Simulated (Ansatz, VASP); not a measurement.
# LaC2 in two plane-wave programs

Wanted: the spread between two codes on one cell, functional and k mesh.

Calculated with Ansatz 0.2.0; plane waves, with VASP 6.6.1 beside it; relaxation of cell and atoms at r2SCAN.

**1. The starting structure**

Symmetry: I4/mmm, No. 139, tetragonal system. Conventional cell: a = 3.934 Å, b = 3.934 Å, c = 6.572 Å, α = 90.00°, β = 90.00°, γ = 90.00°. Nearest to La lie 10 C at 2.65 to 2.85 Å. Nearest to C lie 1 C at 1.27 Å and 5 La at 2.65 to 2.85 Å. Farther neighbours are not listed.

Structure file:

```xyz
3
Lattice="-1.9670 1.9670 3.2860 1.9670 -1.9670 3.2860 1.9670 1.9670 -3.2860" Properties=species:S:1:pos:R:3 pbc="T T T"
La    0.0000    0.0000    0.0000
C     0.0000    0.0000    2.6485
C     0.0000    0.0000    3.9235
```

**2. VASP: relaxation of cell and atoms, r2SCAN**

The relaxed volume is the usual yardstick between codes: its relative difference is about their pressure difference at one cell divided by the bulk modulus.

Lines of VASP's logs that name or quote its potential files are left out, and so is its time.

Contents of INCAR:

```
SYSTEM = LaC2
PREC = Accurate
ENCUT = 560
EDIFF = 1E-06
NELM = 100
ISMEAR = -1
SIGMA = 0.05
LREAL = .FALSE.
ALGO = Normal
METAGGA = R2SCAN
LASPH = .TRUE.
NBANDS = 15
LORBIT = 11
LWAVE = .FALSE.
LCHARG = .FALSE.
KPAR = 4
IBRION = 2
NSW = 60
ISIF = 3
EDIFFG = -0.01
```

Contents of POSCAR:

```
LaC2
1.0
   -1.9670000000      1.9670000000      3.2860000000
    1.9670000000     -1.9670000000      3.2860000000
    1.9670000000      1.9670000000     -3.2860000000
La C
1 2
Direct
    0.0000000000      0.0000000000      0.0000000000
    0.4030000000      0.4030000000      0.0000000000
    0.5970000000      0.5970000000      0.0000000000
```

Contents of KPOINTS:

```
Automatic mesh
0
Gamma
10 10 10
0 0 0
```

Potentials, in the order of the species: La and C (PBE family, release 64).

Command:

```bash
$ mpirun -np 4 vasp_std
```

Numbers of over 12 decimals in the logs are rounded to 6 here.

The log of the run:

```text
[banner, memory and clock lines left out]
running    4 mpi-ranks, on    1 nodes
 distrk:  each k-point on    1 cores,    4 groups
 distr:  one band on    1 cores,    1 groups

 POSCAR found type information on POSCAR LaC
 POSCAR found :  2 types and       3 ions
|                                                                             |
|               ----> ADVICE to this user running VASP <----                  |
|                                                                             |
|     You enforced a specific xc type in the INCAR file but a different       |
|     [... a line on the potential file left out ...]
|     I HOPE YOU KNOW WHAT YOU ARE DOING!                                     |
|                                                                             |

 LDA part: xc-table for (None), standard interpolation
 POSCAR, INCAR and KPOINTS ok, starting setup
 FFT: planning ... GRIDC
 FFT: planning ... GRID_SOFT
 FFT: planning ... GRID
 WAVECAR not read
 entering main loop
       N       E                     dE             d eps       ncg     rms          rms(c)
DAV:   1     0.140683804137E+03    0.14068E+03   -0.77608E+03  3116   0.184E+03
DAV:   2    -0.289367627359E+02   -0.16962E+03   -0.16246E+03  4316   0.272E+02
DAV:   3    -0.566957825025E+02   -0.27759E+02   -0.26808E+02  5213   0.136E+02
DAV:   4    -0.579148877752E+02   -0.12191E+01   -0.12159E+01  4804   0.293E+01
DAV:   5    -0.579975761063E+02   -0.82688E-01   -0.82626E-01  4705   0.621E+00    0.809E+00
DAV:   6    -0.506353779361E+02    0.73622E+01   -0.74308E+00  5058   0.193E+01    0.432E+00
DAV:   7    -0.506129703657E+02    0.22408E-01   -0.20130E+00  5196   0.964E+00    0.222E+00
DAV:   8    -0.506471214045E+02   -0.34151E-01   -0.49504E-01  5363   0.644E+00    0.800E-01
DAV:   9    -0.506274785478E+02    0.19643E-01   -0.97150E-02  5232   0.241E+00    0.243E-01
DAV:  10    -0.506273634508E+02    0.11510E-03   -0.18386E-02  5342   0.120E+00    0.112E-01
DAV:  11    -0.506277712476E+02   -0.40780E-03   -0.99628E-04  4456   0.283E-01    0.714E-02
DAV:  12    -0.506287342020E+02   -0.96295E-03   -0.10537E-02  4492   0.977E-01    0.817E-02
DAV:  13    -0.506276141559E+02    0.11200E-02   -0.81983E-03  4688   0.909E-01    0.539E-02
DAV:  14    -0.506276613005E+02   -0.47145E-04   -0.53853E-04  5292   0.154E-01    0.375E-02
[...]
DAV:  27    -0.506277387249E+02   -0.35453E-04   -0.16354E-03  4881   0.213E-01    0.241E-02
DAV:  28    -0.506278273626E+02   -0.88638E-04   -0.34998E-04  4524   0.163E-01    0.252E-02
DAV:  29    -0.506278072911E+02    0.20071E-04   -0.14037E-04  4835   0.137E-01    0.567E-03
DAV:  30    -0.506278085321E+02   -0.12411E-05   -0.67990E-06  4712   0.179E-02    0.459E-03
DAV:  31    -0.506278789073E+02   -0.70375E-04   -0.50957E-04  4425   0.199E-01    0.227E-02
DAV:  32    -0.506278579015E+02    0.21006E-04   -0.53744E-04  4617   0.232E-01    0.160E-03
DAV:  33    -0.506278078489E+02    0.50053E-04   -0.47486E-05  5615   0.523E-02    0.439E-03
DAV:  34    -0.506278082044E+02   -0.35554E-06   -0.11427E-06  3073   0.776E-03
   1 F= -.50627808E+02 E0= -.50623121E+02  d E =-.506278E+02
[...]
2 F= -.50368703E+02 E0= -.50364206E+02  d E =0.259105E+00
[...]
3 F= -.50634905E+02 E0= -.50630236E+02  d E =-.709631E-02
[...]
4 F= -.50634973E+02 E0= -.50630305E+02  d E =-.716499E-02
[...]
5 F= -.50634974E+02 E0= -.50630306E+02  d E =-.716598E-02
 curvature:  -0.07 expect dE=-0.137E-03 dE for cont linesearch -0.167E-06
 ZBRENT: accuracy reached
 trial: gam= 0.01345 g(F)=  0.244E-04 g(S)=  0.201E-02 ort = 0.528E-03 (trialstep = 0.823E+00)
 search vector abs. value=  0.207E-02
 bond charge predicted
       N       E                     dE             d eps       ncg     rms          rms(c)
DAV:   1    -0.506388560873E+02   -0.38819E-02   -0.16068E-01  5290   0.681E+00    0.269E-01
DAV:   2    -0.506364826036E+02    0.23735E-02   -0.52535E-03  4680   0.829E-01    0.139E-01
DAV:   3    -0.506358332042E+02    0.64940E-03   -0.29292E-03  5308   0.623E-01    0.316E-02
DAV:   4    -0.506358482913E+02   -0.15087E-04   -0.98010E-05  5130   0.809E-02    0.180E-02
DAV:   5    -0.506358485606E+02   -0.26929E-06   -0.21840E-05  5588   0.496E-02    0.587E-03
DAV:   6    -0.506358485060E+02    0.54652E-07   -0.67338E-06  4854   0.194E-02
   6 F= -.50635849E+02 E0= -.50631177E+02  d E =-.874317E-03
 trial-energy change:   -0.000874  1 .order   -0.000925   -0.001684   -0.000167
 step:   0.9406(harm=  0.9134)  dis= 0.00131  next Energy=   -50.635860 (dE=-0.886E-03)
 reached required accuracy - stopping structural energy minimisation
```

From OUTCAR (step 2):

```text
ion  position               nearest neighbor table
   1  0.000  0.000  0.000-   2 2.65   3 2.65   3 2.85   2 2.85   3 2.85   3 2.85   3 2.85   2 2.85
                             2 2.85   2 2.85
   2  0.403  0.403  0.000-   3 1.27   1 2.65   1 2.85   1 2.85   1 2.85   1 2.85
   3  0.597  0.597  0.000-   2 1.27   1 2.65   1 2.85   1 2.85   1 2.85   1 2.85

  LATTYP: Found a body centered tetragonal cell.
 ALAT       =     3.9340000000
 C/A-ratio  =     1.6705643111

 Subroutine GETGRP returns: Found 16 space group operations
 (whereof 16 operations were pure point group operations)

The static configuration has the point symmetry D_4h.

 Found    102 irreducible k-points:

   k-points           NKPTS =    102   k-points in BZ     NKDIM =    102   number of bands    NBANDS=     15

   dimension x,y,z NGX =    36 NGY =   36 NGZ =   36
   dimension x,y,z NGXF=    72 NGYF=   72 NGZF=   72

   ENCUT  =  560.0 eV  41.16 Ry    6.42 a.u.   8.31  8.31  8.31*2*pi/ulx,y,z

   NELECT =      19.0000    total number of electrons

 k-points in reciprocal lattice and weights: Automatic mesh
   0.00000000  0.00000000  0.00000000       0.001
   0.10000000 -0.00000000  0.00000000       0.008
   0.20000000 -0.00000000  0.00000000       0.008
   0.30000000  0.00000000  0.00000000       0.008
   0.40000000  0.00000000  0.00000000       0.008
   0.50000000 -0.00000000  0.00000000       0.004
   0.10000000  0.10000000  0.00000000       0.008
   0.20000000  0.10000000  0.00000000       0.016
   0.30000000  0.10000000  0.00000000       0.016
[...]
-0.40000000 -0.40000000  0.40000000       0.002
   0.50000000  0.50000000  0.50000000       0.001

 average (electrostatic) potential at core
       1-102.3385       2 -49.1933       3 -49.1933

 E-fermi :   7.4672

 k-point     1 :       0.0000    0.0000    0.0000
  band No.  band energies     occupation
    ...
      7       2.2885      2.00000
      8       3.9269      2.00000
      9       3.9269      2.00000
     10       7.3286      1.88239
     11       7.3286      1.88238
     12       8.1180      0.00000
     13       9.6149      0.00000
     14      10.2628      0.00000
     15      10.3320      0.00000

 k-point     2 :       0.1000   -0.0000    0.0000
  band No.  band energies     occupation
    ...
      7       2.6997      2.00000
      8       3.7564      2.00000
      9       3.7596      2.00000
     10       7.3724      1.73887
     11       7.4721      0.95107
     12       8.2671      0.00000
     13       9.7329      0.00000
     14      10.2645      0.00000
     15      10.2986      0.00000

 k-point     3 :       0.2000   -0.0000    0.0000
  band No.  band energies     occupation
    ...
      5      -7.6977      2.00000
      6       0.9840      2.00000
      7       2.9893      2.00000
      8       3.3702      2.00000
      9       3.6443      2.00000
     10       7.5481      0.33122
     11       7.8683      0.00066
     12       8.6959      0.00000
     13       9.9574      0.00000
     14      10.2297      0.00000
    ...

  Total        0.0205963      0.0205963     -0.0141632      0.0000000      0.0000000      0.0000000
  in kB        0.6442449      0.6442449     -0.4430197      0.0000000      0.0000000      0.0000000
  external PRESSURE =       0.2818234 kB  Pullay stress =       0.0000000 kB

  energy-cutoff  :      560.00
  volume of cell :       51.22
      direct lattice vectors                 reciprocal lattice vectors
    -1.973887324  1.973887324  3.286579747     0.000000000  0.253307265  0.152133841
     1.973887324 -1.973887324  3.286579747     0.253307265  0.000000000  0.152133841
     1.973887324  1.973887324 -3.286579747     0.253307265  0.253307265  0.000000000

 POSITION                                       TOTAL-FORCE (eV/Angst)
 -----------------------------------------------------------------------------------
      0.00000      0.00000      0.00000        -0.000000     -0.000000      0.000000
      0.00000      0.00000      2.64177         0.000000      0.000000     -0.006923
      0.00000      0.00000      3.93139         0.000000      0.000000      0.006923
 -----------------------------------------------------------------------------------
    total drift:                               -0.000000     -0.000000     -0.000000

  FREE ENERGIE OF THE ION-ELECTRON SYSTEM (eV)
  ---------------------------------------------------
  free  energy   TOTEN  =       -50.6358485060 eV

  energy  without entropy=      -50.6265046523  energy(sigma->0) =      -50.63117658

 reached required accuracy - stopping structural energy minimisation

 total charge
# of ion       s       p       d       f       tot
--------------------------------------------------
    1        1.984   5.711   0.619   0.148   8.462
    2        0.932   1.576   0.000   0.000   2.508
    3        0.932   1.576   0.000   0.000   2.508
--------------------------------------------------
tot          3.848   8.862   0.619   0.148  13.477

[... 3 further parts left out ...]
```

This run has no spin polarisation. Its electron count is odd, so without a moment it is a metal by construction. The run keeps the 16 symmetry operations of its start, so it cannot find a distortion of lower symmetry.

**3. Ansatz: relaxation of cell and atoms, r2SCAN**

Ansatz runs on its default PAW (the set named soft_2) files.

The same cell, functional, mesh and smearing now go to Ansatz, which takes its cutoff from its data sets.

Contents of input.yaml:

```yaml
crystal:
  lattice:
    - [-1.967, 1.967, 3.286]
    - [1.967, -1.967, 3.286]
    - [1.967, 1.967, -3.286]
  atoms:
    - { symbol: La, position: [0.0, 0.0, 0.0] }
    - { symbol: C, position: [0.403, 0.403, 0.0] }
    - { symbol: C, position: [0.597, 0.597, 0.0] }
hamiltonian:
  xc: r2scan
  pseudopotentials: { kind: paw }
kpoints:
  mp_grid: { grid: [10, 10, 10] }
scf:
  occupations: { method: fermi_dirac, width: 0.05 }
relax:
  f_tol: 0.01
  max_steps: 60
  cell: { stress_tol: 0.05 }
output:
  forces: true
  stress: true
```

Command:

```bash
$ ansatz run input.yaml --threads 4 --pin off --max-ram 9216MiB --backend cpu --events-out ev --progress --plain --runs-dir out
```

The log of the run:

```text
Engine: ansatz 0.2.0, aarch64-unknown-linux-gnu
Pseudopotentials: kind: paw
Pseudopotential: La, paw, valence charge 11, recommended cutoff 500 eV (meta_gga), La.paw.azcp
Pseudopotential: C, paw, valence charge 4, recommended cutoff 500 eV (meta_gga), C.paw.azcp
Functional definition: r2SCAN
  parameter k0 = 0.174
  parameter k1 = 0.065
  parameter a1 = 4.9479
  exchange = r2scan_x(k0 = k0, k1 = k1, a1 = a1)
  correlation = r2scan_c
Crystal: 3 atoms, lattice volume = 50.855 Å³
Basis set: ecut = 500 eV, 1275 PW (Γ), exchange–correlation on 128×128×128 points (64 copies of the dense FFT grid, shifted against one another)
Bands: 14, of which v1, the nominal top of the filled ones, is band 10 counted from 1 (9 counted from 0)
Symmetry: 16 space group operations
Space group: I4/mmm (ITA 139), of the structure as read, at distance tolerance 3.7e-5 Å
k-points: 102 of 1000
Non-local potential: La, projectors of the file, l = 0: 3, l = 1: 2, l = 2: 2, l = 3: 3
Non-local potential: C, projectors of the file, l = 0: 2, l = 1: 2, l = 2: 1
PAW form: soft (Blöchl's): semilocal exchange-correlation on the pseudo side does not see the compensation charge
PAW frozen core: La, regenerated for the run's functional (the file was generated under x = pbe(κ = 0.804, μ = 0.219515), c = pbe(β = 0.066725))
PAW frozen core: C, regenerated for the run's functional (the file was generated under x = pbe(κ = 0.804, μ = 0.219515), c = pbe(β = 0.066725))
PAW one-centre angular grid: La, 974 points (default); XC on 160 Gauss nodes
PAW one-centre angular grid: C, 302 points (default); XC on 239 of its mesh's 2573 points in the sphere
Initial density: superposition of atomic densities (neutral atoms: chi_scale 0, normalization atom), corrected by the library's trained network
Initial wavefunctions: pseudopotential atomic-orbital guess
Functional: x = r2scan, c = r2scan; τ floored in thin density (d = 2e-4 eV/Å³)
SCF iter   1: F=—  HF=-6768.952697 eV  |F-HF|=—  |Δ(HF+E_count)|=         —  Δρ=8.87e-3  dr2=6.27e-2  dr2_τ=3.35e-1  ethr=1.77e-3  ⟨swp⟩=4.3  Hψ=7100  notcnv=0
preconditioner: auto → Kerker (q_TF=auto, 2.315 Å⁻¹)  [metal: Δε(μ)=0.022 eV  Ē_g=12.427 eV  σ=0.050 eV  W_gap=0.11  n_scr=14 (ndim 8)  ℏωp=21.5 eV  f_vac=0.000  D(μ)=1.15/eV (n_scr^D=10)]
SCF iter   2: F=—  HF=-6768.983667 eV  |F-HF|=—  |Δ(HF+E_count)|=   3.10e-2  Δρ=5.04e-3  dr2=1.77e-2  dr2_τ=5.69e-4  ethr=3.30e-4  ⟨swp⟩=2.6  Hψ=3505  notcnv=0  defer=1
SCF iter   3: F=—  HF=-6768.977960 eV  |F-HF|=—  |Δ(HF+E_count)|=   5.71e-3  Δρ=1.02e-3  dr2=3.56e-4  dr2_τ=2.71e-5  ethr=9.30e-5  ⟨swp⟩=3.3  Hψ=3070  notcnv=0  defer=1
SCF iter   4: F=—  HF=-6768.978112 eV  |F-HF|=—  |Δ(HF+E_count)|=   1.52e-4  Δρ=2.94e-4  dr2=4.83e-5  dr2_τ=1.32e-6  ethr=1.88e-6  ⟨swp⟩=2.3  Hψ=2873  notcnv=0  defer=1
SCF iter   5: F=—  HF=-6768.978125 eV  |F-HF|=—  |Δ(HF+E_count)|=   1.27e-5  Δρ=5.24e-5  dr2=9.66e-7  dr2_τ=4.73e-8  ethr=2.54e-7  ⟨swp⟩=2.1  Hψ=2294  notcnv=0  defer=1
SCF iter   6: F=-6768.978126 eV  HF=-6768.978126 eV  |F-HF|=1.72e-8  |Δ(HF+E_count)|=   9.89e-7  Δρ=8.64e-6  dr2=3.23e-8  dr2_τ=1.80e-9  ethr=5.26e-10  ⟨swp⟩=5.0  Hψ=5729  notcnv=0
SCF 1 converged in 6 iterations: F = -6768.978126 eV  dr2 = 3.23e-8
  greatest PAW one-centre occupation: 0.967 electrons in one spin orbital (limit 2), on the La atom at site 0 (counted from 0), in its partial waves of l = 0
relax step   1: F+E_penalty+E_count = -6768.97812603 eV  Δ(F+E_penalty+E_count) = +0.000e0 eV  max|allowed force component| = 7.803e-1 eV/Å  Δτ_max = 0.0000 Å  P = +1.835 GPa  Ω = 50.855 Å³  (6 SCF iters, dr2 threshold 1.00e-7 eV, accepted)
[...]
relax step   2: F+E_penalty+E_count = -6768.97628886 eV  Δ(F+E_penalty+E_count) = +1.837e-3 eV  max|allowed force component| = 2.235e-1 eV/Å  Δτ_max = 0.0031 Å  P = -1.504 GPa  Ω = 52.528 Å³  energy of the carried Pulay correction = -3.863e-4 eV  (6 SCF iters, dr2 threshold 3.00e-7 eV, rejected (line search))
[...]
relax step   3: F+E_penalty+E_count = -6768.98433023 eV  Δ(F+E_penalty+E_count) = -6.204e-3 eV  max|allowed force component| = 7.800e-2 eV/Å  Δτ_max = 0.0049 Å  P = -0.002 GPa  Ω = 51.456 Å³  energy of the carried Pulay correction = -1.403e-4 eV  (9 SCF iters, accepted)
[...]
relax step   4: F+E_penalty+E_count = -6768.98441298 eV  Δ(F+E_penalty+E_count) = -8.275e-5 eV  max|allowed force component| = 4.364e-3 eV/Å  Δτ_max = 0.0006 Å  P = -0.001 GPa  Ω = 51.403 Å³  energy of the carried Pulay correction = -1.278e-4 eV  (3 SCF iters, dr2 threshold 3.00e-7 eV, accepted)
[...]
relax step   5: F+E_penalty+E_count = -6768.98452972 eV  Δ(F+E_penalty+E_count) = -1.167e-4 eV  max|allowed force component| = 4.130e-3 eV/Å  Δτ_max = 0.0000 Å  P = -0.002 GPa  Ω = 51.403 Å³  stress off target by 1.20e-2 GPa  SCF on the basis re-selected at this cell (its energy is not comparable with the rows above)  (5 SCF iters)
basis re-selected at this cell: Δ(F+E_penalty+E_count) = -1.167e-4 eV, ΔP = -0.001 GPa vs the last step (what re-selecting the basis moved, of the pressure what is left beyond the Pulay correction that the steps carried, after the strain that the cell walked since its last selection, with what the two solves' SCF thresholds leave and, on support functions, any second-order correction that the steps lacked; it is no m [...]
SCF converged after 5 iterations
Free energy (F): -6768.984530 eV
Harris-Foulkes:  -6768.984530 eV  (|F-HF|=9.09e-13)
Internal energy: -6768.975132 eV  (E = F + TS)
E sigma→0 (E₀):  -6768.979831 eV
Entropy (-TS):   -0.009398 eV (-3.133 meV/atom)
Fermi energy:    10.506162 eV
--- Per-component energies (eV) ---
  E_band       = -40.088184
  E_kinetic    = 365.024070
  E_local      = -515.099188  (includes V_loc(G=0)·N_el)
  E_nonlocal   = 149.385929
  E_hartree    = 155.141751
  E_xc         = -225.728940
  E_vxc        = -289.064500  (∫ρ·V_xc dr)
  E_paw        = -5638.852835  (= ΣΔE_a)
  E_vpaw       = -75.587416  (= ΣTr[D̂ρ^β])
  E_aug_tail   = 0.000007  (compensation charges beyond the density's cutoff)
  E_vtau       = 14.969430  (kinetic-family band-sum trace: ∫τ·v_τ [+ j·A + Jᵃ·Aᵃ] dr)
  E_ewald      = -1058.864889
  E_core_change = 0.018965  (= ΣΔE_core)
  E_smearing   = -0.009398  (= −TS)
  E_closure    = 0.000000  (closes the sum)
  Σ components = -6768.984530   (vs F -6768.984530, Δ=0.00e0)
--- Forces (eV/Å), atoms counted from 1 ---
  atom   1  La    -0.00000000     0.00000000     0.00000000
  atom   2  C      0.00000000    -0.00000000    -0.00413016
  atom   3  C      0.00000000    -0.00000000     0.00413016
  max |Σ_I F_I| component: 1.39e-17 eV/Å
--- Stress (GPa, compression-positive) ---
       -0.009392       0.000000       0.000000
        0.000000      -0.009392       0.000000
       -0.000000       0.000000       0.012011
  P = ⅓ Tr σ = -0.0023 GPa (-0.023 kbar)
--- Relaxed structure (4 steps of the walk, 3 accepted, 1 SCFs on fresh bases) ---
  F+E_penalty+E_count = -6768.98452972 eV   max|allowed force component| = 4.130e-3 eV/Å   (the final SCF, on the basis selected at the relaxed cell)
  cell:  # Å, volume = 51.4027 Å³
    - [-1.976757, 1.976757, 3.288663]
    - [1.976757, -1.976757, 3.288663]
    - [1.976757, 1.976757, -3.288663]
  atoms:
    - { symbol: La, position: [0, 0, 0] }
    - { symbol: C, position: [0.402163, 0.402163, 0] }
    - { symbol: C, position: [0.597837, 0.597837, 0] }
```

The job ended after 11 s (4 threads of Arm Neoverse V2, shared host; peak memory 0.51 GiB; 40 s of CPU time).

**4. Differences**

Known differences besides the potentials themselves: VASP keeps PBE cores, Ansatz makes them for the functional; both relaxations stop at a tolerance, which leaves soft axes loose, and VASP keeps its plane-wave basis; the cutoff is 500 eV in Ansatz and 560 eV in VASP; Ansatz adds a Pulay correction to the stress that steers its cell, VASP none. Total energies have different zeros and are not compared.

Compared:

| quantity | Ansatz | VASP | difference |
| --- | --- | --- | --- |
| volume (Å³) | 51.40 | 51.22 | +0.35 % |
| edge a after relaxation, in the typed setting (Å) | 4.316 | 4.312 | +0.10 % |

The walks stopped with 0.00 GPa left in Ansatz and 0.03 GPa in VASP; each walk ends within a tolerance, so the volume difference is uncertain by about these residues over the bulk modulus, most in soft cells.

**5. Results**

```yaml
difference_in_volume_relaxation_of_cell_and_atoms_r2scan: 0.35 %
```

**Reading.** The difference in volume is 0.35 % (relaxation of cell and atoms, r2SCAN), within the 1.2 % picked in this series as the mark of a large difference, as far as the stopping tolerances let one tell. Such differences can come from data sets, numerical settings and the points named under the comparisons, not from the functional's error against experiment.

[Lines on the potential files, build, host, timing and source positions are cut from VASP's logs without a mark.]

[Logs are printed without paths, hosts, clocks, repeated set-up lines and the standing remarks that a program may print on its own settings, such as how far it seeks lower states.]

[Hosts, paths, dates, database ids (printed as entryN), source tags and the programs' standing remarks are cut or masked in the printed files.]
